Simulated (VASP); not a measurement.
# GaSb (F-43m) in VASP: a series of runs

Runs on GaSb. Level: PBE. Tasks: single point.

Program: VASP 6.6.1. These are calculated values, not measurements. Logs are shortened: lines on timing, memory, paths and dates and some standing lists are left out, and cuts for length are marked.

**Measured values to compare with.**

From a printed reference work, data compilation, for a bulk crystal of GaSb at 4.2 K: band gap 0.811 eV (direct).

How close the calculation comes is told below.

### Step 1. The cell of the first run

Symmetry: F-43m, No. 216, cubic system. Conventional cell: a = 6.214 Å, b = 6.214 Å, c = 6.214 Å, α = 90.00°, β = 90.00°, γ = 90.00°. Within 3.5 Å of Ga (site symmetry -43m) lie 4 Sb at 2.69 Å. Within 3.5 Å of Sb (site symmetry -43m) lie 4 Ga at 2.69 Å.

### Step 2. Single point, PBE, non-collinear spin, zero start, spin-orbit coupling

File INCAR:

```
SYSTEM = GaSb
PREC = Accurate ; ENCUT = 520
EDIFF = 1E-6 ; ISMEAR = 0
SIGMA = 0.1 ; LREAL = .False.
LASPH = .True. ; NELM = 150
ALGO = Normal ; ISIF = 2
LWAVE = .False. ; LCHARG = .False.
MAGMOM = 0 0 0 0 0 0 ; LORBIT = 11
LSORBIT = .True. ; GGA_COMPAT = .False.
LORBMOM = .True. ; GGA = PE
NBANDS = 30
```

File KPOINTS:

```
Automatic mesh
0
Gamma
  12 12 12
  0 0 0
```

File POSCAR:

```
GaSb
1.0
    0.0000000000      3.1069206344      3.1069206344
    3.1069206344      0.0000000000      3.1069206344
    3.1069206344      3.1069206344      0.0000000000
Ga Sb
1 1
Direct
    0.0000000000      0.0000000000      0.0000000000
    0.2500000000      0.2500000000      0.2500000000
```

Potentials or basis: VASP PAW PBE potentials, release 64 (Ga_d, Sb).

Run with:

```console
cat potpaw_PBE.64/Ga_d/POTCAR potpaw_PBE.64/Sb/POTCAR > POTCAR
mpirun -np 1 vasp_ncl > vasp.out
```

OUTCAR:

```text
SYSTEM = GaSb
   PREC = Accurate
   ENCUT = 520
   EDIFF = 1E-6
   ISMEAR = 0
   LREAL = .False.
   LASPH = .True.
   NELM = 150
   ISIF = 2
   LORBIT = 11
   LSORBIT = .True.
   GGA = PE

 ion  position               nearest neighbor table
   1  0.000  0.000  0.000-   2 2.69   2 2.69   2 2.69   2 2.69
   2  0.250  0.250  0.250-   1 2.69   1 2.69   1 2.69   1 2.69

  LATTYP: Found a face centered cubic cell.
 ALAT       =     6.2138412688

  Lattice vectors:

 A1 = (   0.0000000000,   3.1069206344,   3.1069206344)
 A2 = (   3.1069206344,   0.0000000000,   3.1069206344)
 A3 = (   3.1069206344,   3.1069206344,   0.0000000000)

Analysis of symmetry for initial positions (statically):
=====================================================================
 Subroutine PRICEL returns:
 Original cell was already a primitive cell.

 Routine SETGRP: Setting up the symmetry group for a
 face centered cubic supercell.

 Subroutine GETGRP returns: Found 24 space group operations
 (whereof 24 operations were pure point group operations)
 out of a pool of 48 trial point group operations.

The static configuration has the point symmetry T_d .

Analysis of symmetry for dynamics (positions and initial velocities):
=====================================================================
 Subroutine PRICEL returns:
 Original cell was already a primitive cell.

 Routine SETGRP: Setting up the symmetry group for a
 face centered cubic supercell.

 Subroutine GETGRP returns: Found 24 space group operations
 (whereof 24 operations were pure point group operations)
 out of a pool of 48 trial point group operations.

The dynamic configuration has the point symmetry T_d .

Analysis of structural, dynamic, and magnetic symmetry:
=====================================================================
 Subroutine PRICEL returns:
 Original cell was already a primitive cell.

 Routine SETGRP: Setting up the symmetry group for a
 face centered cubic supercell.

 Subroutine GETGRP returns: Found 24 space group operations
 (whereof 24 operations were pure point group operations)
 out of a pool of 48 trial point group operations.

The overall configuration has the point symmetry T_d .

 Subroutine INISYM returns: Found 24 space group operations
 (whereof 24 operations are pure point group operations),
 and found     1 'primitive' translations

----------------------------------------------------------------------------------------

                                     Primitive cell

  volume of cell :      59.9819

  direct lattice vectors                    reciprocal lattice vectors
     0.000000000  3.106920634  3.106920634    -0.160931050  0.160931050  0.160931050
     3.106920634  0.000000000  3.106920634     0.160931050 -0.160931050  0.160931050
     3.106920634  3.106920634  0.000000000     0.160931050  0.160931050 -0.160931050

  length of vectors
     4.393849298  4.393849298  4.393849298     0.278740755  0.278740755  0.278740755

  position of ions in fractional coordinates (direct lattice)
     0.000000000  0.000000000  0.000000000
     0.250000000  0.250000000  0.250000000

  ion indices of the primitive-cell ions
   primitive index   ion index
                 1           1
                 2           2

----------------------------------------------------------------------------------------

 KPOINTS: Automatic mesh

Automatic generation of k-mesh.
 Grid dimensions read from file:
 generate k-points for:   12   12   12

 Generating k-lattice:

  Cartesian coordinates                     Fractional coordinates (reciprocal lattice)
    -0.013410921  0.013410921  0.013410921     0.083333333  0.000000000  0.000000000
     0.013410921 -0.013410921  0.013410921     0.000000000  0.083333333  0.000000000
     0.013410921  0.013410921 -0.013410921     0.000000000  0.000000000  0.083333333

  Length of vectors
[... 89 lines left out ...]
 maximum number of plane-waves:      3278
 NGX is ok and might be reduce to    36

 number of electron      17.9999991 magnetization      -0.0000000      0.0000000      0.0000000

 number of electron      17.9999991 magnetization       0.0000000      0.0000000      0.0000000

 number of electron      17.9999991 magnetization      -0.0000000     -0.0000000      0.0000000

 Free energy of the ion-electron system (eV)
  ---------------------------------------------------
  ext. energy  EPLUGINS =         0.00000000
  ---------------------------------------------------
  free energy    TOTEN  =        -7.44129096 eV

  energy without entropy =       -7.44107680  energy(sigma->0) =       -7.44118388

 E-fermi :   4.6190     XC(G=0):  -8.8866

 val. band max:        4.5042344844   @ k =  -0.0833   0.0000   0.0000
 cond. band min:       4.6240581196   @ k =   0.0000   0.0000   0.0000
 fundamental gap:      0.1198236353
 Fermi energy:         4.6190061145

 k-point     1 :       0.0000    0.0000    0.0000
  band No.  band energies     occupation
      1     -10.8022      1.00000
      2     -10.8022      1.00000
      3     -10.8022      1.00000
      4     -10.8022      1.00000
      5     -10.3629      1.00000
      6     -10.3629      1.00000
[... 781 lines left out ...]
     29      13.0802      0.00000
     30      13.1093      0.00000

 [... further k-points ...]
[... 5 lines left out ...]
  --------------------------------------------------------------------------------------
  -------------------------------------------------------------------------------------
  Total        0.0431416      0.0431416      0.0431416      0.0000000      0.0000000      0.0000000
  in kB        1.1523547      1.1523547      1.1523547      0.0000000      0.0000000      0.0000000
  external PRESSURE =       1.1523547 kB  Pullay stress =       0.0000000 kB

 VOLUME and BASIS-vectors are now :
 -----------------------------------------------------------------------------
  energy-cutoff  :      520.00
  volume of cell :       59.98
      direct lattice vectors                 reciprocal lattice vectors
     0.000000000  3.106920634  3.106920634    -0.160931050  0.160931050  0.160931050
     3.106920634  0.000000000  3.106920634     0.160931050 -0.160931050  0.160931050
     3.106920634  3.106920634  0.000000000     0.160931050  0.160931050 -0.160931050

 POSITION                                       TOTAL-FORCE (eV/Angst)
 -----------------------------------------------------------------------------------
      0.00000      0.00000      0.00000        -0.000000     -0.000000     -0.000000
      1.55346      1.55346      1.55346         0.000000      0.000000      0.000000
 -----------------------------------------------------------------------------------
    total drift:                               -0.000000     -0.000000     -0.000000

  FREE ENERGIE OF THE ION-ELECTRON SYSTEM (eV)
  ---------------------------------------------------
  free  energy   TOTEN  =        -7.4412909623 eV

  energy  without entropy=       -7.4410768002  energy(sigma->0) =       -7.44118388

 orbital moment (x)

 # of ion     p       d       tot
 ----------------------------------------
  1         0.000  -0.000   0.000
  2         0.000   0.000   0.000
 ----------------------------------------
            0.000  -0.000   0.000

 orbital moment (y)

 # of ion     p       d       tot
 ----------------------------------------
  1        -0.000  -0.000  -0.000
  2         0.000   0.000   0.000
 ----------------------------------------
            0.000  -0.000   0.000

 orbital moment (z)

 # of ion     p       d       tot
 ----------------------------------------
  1         0.000  -0.000   0.000
  2         0.000   0.000   0.000
 ----------------------------------------
            0.000   0.000   0.000

 Spin-Orbit-Coupling matrix elements

 Ion:    1  E_soc:     -0.0124866
 l=   1
     0.0000000    -0.0012714    -0.0012714
    -0.0012714     0.0000000    -0.0012714
    -0.0012714    -0.0012714     0.0000000
 l=   2
     0.0000000    -0.0001519     0.0000000    -0.0001519    -0.0006578
    -0.0001519     0.0000000    -0.0004933    -0.0001519    -0.0001644
     0.0000000    -0.0004933     0.0000000    -0.0004933     0.0000000
    -0.0001519    -0.0001519    -0.0004933     0.0000000    -0.0001644
    -0.0006578    -0.0001644     0.0000000    -0.0001644     0.0000000
 l=   3
     0.0000000     0.0000000     0.0000000     0.0000000     0.0000000     0.0000000     0.0000000
     0.0000000     0.0000000     0.0000000     0.0000000     0.0000000     0.0000000     0.0000000
     0.0000000     0.0000000     0.0000000     0.0000000     0.0000000     0.0000000     0.0000000
     0.0000000     0.0000000     0.0000000     0.0000000     0.0000000     0.0000000     0.0000000
     0.0000000     0.0000000     0.0000000     0.0000000     0.0000000     0.0000000     0.0000000
     0.0000000     0.0000000     0.0000000     0.0000000     0.0000000     0.0000000     0.0000000
     0.0000000     0.0000000     0.0000000     0.0000000     0.0000000     0.0000000     0.0000000

 Ion:    2  E_soc:     -0.1259347
 l=   1
     0.0000000    -0.0208568    -0.0208568
    -0.0208568     0.0000000    -0.0208568
    -0.0208568    -0.0208568     0.0000000
 l=   2
     0.0000000    -0.0000515     0.0000000    -0.0000515    -0.0000808
    -0.0000515     0.0000000    -0.0000606    -0.0000515    -0.0000202
     0.0000000    -0.0000606     0.0000000    -0.0000606     0.0000000
    -0.0000515    -0.0000515    -0.0000606     0.0000000    -0.0000202
    -0.0000808    -0.0000202     0.0000000    -0.0000202     0.0000000
 l=   3
     0.0000000     0.0000000     0.0000000     0.0000000     0.0000000     0.0000000     0.0000000
     0.0000000     0.0000000     0.0000000     0.0000000     0.0000000     0.0000000     0.0000000
     0.0000000     0.0000000     0.0000000     0.0000000     0.0000000     0.0000000     0.0000000
     0.0000000     0.0000000     0.0000000     0.0000000     0.0000000     0.0000000     0.0000000
     0.0000000     0.0000000     0.0000000     0.0000000     0.0000000     0.0000000     0.0000000
     0.0000000     0.0000000     0.0000000     0.0000000     0.0000000     0.0000000     0.0000000
     0.0000000     0.0000000     0.0000000     0.0000000     0.0000000     0.0000000     0.0000000

 total charge

# of ion       s       p       d       tot
------------------------------------------
    1        0.914   0.721   9.957  11.592
    2        1.135   1.312   0.025   2.472
--------------------------------------------------
tot          2.048   2.033   9.982  14.064

 magnetization (x)

# of ion       s       p       d       tot
------------------------------------------
    1       -0.000  -0.000   0.000  -0.000
    2        0.000   0.000   0.000   0.000
--------------------------------------------------
tot         -0.000  -0.000   0.000  -0.000

 magnetization (y)

# of ion       s       p       d       tot
------------------------------------------
    1        0.000   0.000   0.000   0.000
    2        0.000   0.000   0.000   0.000
--------------------------------------------------
tot          0.000   0.000   0.000   0.000

 magnetization (z)

# of ion       s       p       d       tot
------------------------------------------
    1       -0.000  -0.000   0.000  -0.000
    2        0.000  -0.000   0.000  -0.000
--------------------------------------------------
tot         -0.000  -0.000   0.000  -0.000
```

Wall time 6.5 min (1 thread of Intel Xeon Platinum 8259CL at 2.50GHz (Skylake/Cascade Lake), shared host); peak memory 0.57 GiB.

What came out:

* Free energy: -7.4413 eV
* Pressure: 0.1 GPa
* Net moment: 0.00 μB per cell
* Valence electrons inside the program's atomic spheres: Ga 11.59; Sb 2.47

Moments on the atoms (μB; x, y, z):
```
Ga  0.00 0.00 0.00
Sb  0.00 0.00 0.00
```

### Step 3. Single point, PBE

File INCAR:

```
SYSTEM = GaSb
  PREC = Accurate
  ENCUT = 520
  EDIFF = 1E-6
  ISMEAR = 0
  SIGMA = 0.15
  LREAL = .FALSE.
  LASPH = .TRUE.
  NELM = 100
  ALGO = Normal
  ISIF = 2
  LWAVE = .FALSE.
  LCHARG = .TRUE.
  GGA = PE
  LELF = .TRUE.
  LVHAR = .TRUE.
  NBANDS = 16
```

File KPOINTS:

```
Automatic mesh
0
G
  18 18 18
  0 0 0
```

File POSCAR:

```
GaSb
1.0
    0.0000000000      3.1069206316      3.1069206316
    3.1069206316      0.0000000000      3.1069206316
    3.1069206316      3.1069206316      0.0000000000
Ga Sb
1 1
Direct
    0.0000000000      0.0000000000      0.0000000000
    0.7500000000      0.7500000000      0.7500000000
```

Potentials or basis: VASP PAW PBE potentials, release 64 (Ga_d, Sb).

Run with:

```console
cat potpaw_PBE.64/Ga_d/POTCAR potpaw_PBE.64/Sb/POTCAR > POTCAR
mpirun -np 1 vasp_std > vasp.out
```

Wall time 78 s (1 thread of Intel Xeon 6975P-C (Granite Rapids), shared host); peak memory 0.34 GiB.

It converged, with:

- Free energy: -7.3738 eV
- Pressure: 0.1 GPa
- Band gap on the k mesh: zero (filled and empty bands touch)

Levels at points of the mesh, in eV from the Fermi level:
```csv
k point,band 5,band 6,band 7,band 8,band 9,band 10,band 11,band 12,band 13,band 14
"(0.00, 0.00, 0.00)",-15.04,-11.30,-0.42,-0.14,-0.14,-0.14,2.65,2.65,2.65,5.63
"(0.50, 0.00, 0.00)",-15.04,-9.79,-6.28,-1.22,-1.22,0.18,3.61,3.61,6.36,8.92
"(0.50, 0.50, 0.00)",-15.04,-9.03,-6.74,-2.55,-2.55,0.82,1.20,8.25,8.25,9.54
```

Caveat: spin-orbit coupling is left out, which moves the levels of the heavy elements.

### Step 4. Single point, PBE

This run uses another cell than the first one: it holds 8 atoms, not 2.

File INCAR:

```
SYSTEM = GaSb
PREC = Accurate
ENCUT = 520
EDIFF = 1E-6
ISMEAR = 0
SIGMA = 0.15
LREAL = .False.
LASPH = .True.
NELM = 100
ALGO = Normal
ISIF = 2
LWAVE = .False.
LCHARG = .False.
GGA = PE
NBANDS = 46
```

File KPOINTS:

```
Automatic mesh
0
Gamma
  10 10 10
  0 0 0
```

File POSCAR:

```
GaSb
1.0
    6.2138412632      0.0000000000      0.0000000000
    0.0000000000     -6.2138412632      0.0000000000
    0.0000000000      0.0000000000     -6.2138412632
Ga Sb
4 4
Direct
    0.0000000000      0.0000000000      0.0000000000
    0.5000000000      0.5000000000      0.0000000000
    0.5000000000      0.0000000000      0.5000000000
    0.0000000000      0.5000000000      0.5000000000
    0.7500000000      0.7500000000      0.7500000000
    0.2500000000      0.2500000000      0.7500000000
    0.2500000000      0.7500000000      0.2500000000
    0.7500000000      0.2500000000      0.2500000000
```

Run with:

```console
cat potpaw_PBE.64/Ga_d/POTCAR potpaw_PBE.64/Sb/POTCAR > POTCAR
mpirun -np 1 vasp_std > vasp.out
```

Run time: 3.8 min. Hardware: 1 thread of Intel Xeon 6975P-C (Granite Rapids), shared host; peak memory 0.63 GiB.

It converged, with:

- Free energy: -29.4954 eV
- Pressure: 0.1 GPa
- Band gap on the k mesh: zero (filled and empty bands touch)

Levels at points of the mesh, in eV from the Fermi level:
| k point | band 33 | band 34 | band 35 | band 36 | band 37 | band 38 | band 39 | band 40 |
| --- | --- | --- | --- | --- | --- | --- | --- | --- |
| (0.00, 0.00, 0.00) | -2.54 | -0.41 | -0.13 | -0.13 | -0.13 | 0.83 | 0.83 | 0.83 |
| (0.50, 0.00, 0.00) | -1.68 | -1.68 | -1.68 | -1.68 | 1.17 | 1.17 | 2.51 | 2.51 |
| (0.50, 0.50, 0.00) | -1.27 | -1.27 | -1.27 | -1.27 | 1.79 | 1.79 | 1.79 | 1.79 |
| (0.50, 0.50, 0.50) | -1.21 | -1.21 | -1.21 | -1.21 | 0.18 | 0.18 | 0.18 | 0.18 |

Caveat: spin-orbit coupling is left out, which moves the levels of the heavy elements.

### Step 5. Single point, PBE (volume scaled by 0.88)

File INCAR:

```
PREC = Accurate
ENCUT = 520
EDIFF = 1E-7
ISMEAR = 0
SIGMA = 0.1
LREAL = F
LASPH = T
NELM = 80
ALGO = Normal
ISIF = 2
LWAVE = F
LCHARG = T
GGA = PE
LELF = T
LVHAR = T
NBANDS = 16
```

File KPOINTS:

```
Automatic mesh
0
Gamma
  12 12 12
```

File POSCAR:

```
GaSb
1.0
    0.0000000000      2.9773122442      2.9773122442
    2.9773122442      0.0000000000      2.9773122442
    2.9773122442      2.9773122442      0.0000000000
Ga Sb
1 1
Direct
    0.0000000000      0.0000000000      0.0000000000
    0.2500000000      0.2500000000      0.2500000000
```

Run with:

```console
cat potpaw_PBE.64/Ga_d/POTCAR potpaw_PBE.64/Sb/POTCAR > POTCAR
mpirun -np 1 vasp_std > vasp.out
```

Run time: 62 s. Hardware: 1 thread of Intel Xeon 8259CL, shared host; peak memory 0.21 GiB.

Results (log left out):

```
Free energy            : -7.2152 eV
Pressure               : 7.9 GPa
Band gap on the k mesh : 0.58 eV, indirect (least direct gap 0.63 eV)
```

Levels at points of the mesh, in eV from the valence-band top:
| k point | band 7 | band 8 | band 9 | band 10 | band 11 | band 12 |
| --- | --- | --- | --- | --- | --- | --- |
| (0.00, 0.00, 0.00) | 0.00 | 0.00 | 0.00 | 0.63 | 2.75 | 2.75 |
| (0.50, 0.00, 0.00) | -6.80 | -1.29 | -1.29 | 0.58 | 3.74 | 3.74 |
| (0.50, 0.50, 0.00) | -7.21 | -2.87 | -2.87 | 0.80 | 1.09 | 9.22 |

Caveat: spin-orbit coupling is left out, which moves the levels of the heavy elements.

### Step 6. The runs side by side

| spin | cell | k mesh | smearing | gap on the mesh (eV) | pressure (GPa) |
| --- | --- | --- | --- | --- | --- |
| non-collinear, zero start, SOC | a = 4.394 Å, angles 60.0°, 2 atoms | 12 × 12 × 12 | gaussian 0.1 eV | - | 0.1 |
| off | a = 4.394 Å, angles 60.0°, 2 atoms | 18 × 18 × 18 | gaussian 0.15 eV | none | 0.1 |
| off | a = 6.214 Å, 8 atoms | 10 × 10 × 10 | gaussian 0.15 eV | none | 0.1 |
| off | a = 4.211 Å, angles 60.0°, 2 atoms | 12 × 12 × 12 | gaussian 0.1 eV | 0.58 | 7.9 |

Alike in all rows: task single point; level PBE; potentials or basis VASP PAW PBE potentials, release 64 (Ga_d, Sb); cutoff (eV) 520.

Caveats: spin-orbit coupling is left out, which moves the levels of the heavy elements (some runs).

Total energies depend on the potentials used, so only differences within one code and one set of settings carry meaning.

### Step 7. Against experiment

Step 3. A measured gap of GaSb is 0.811 eV (direct; 4.2 K; a printed reference work, data compilation); the calculated 0.00 eV misses it by -0.81 eV. Spin-orbit coupling on Ga, Sb is left out. The value is that of PBE on a finite k mesh, which can miss the band edges, without temperature or zero-point motion. Semilocal functionals fall short of measured gaps as a rule.
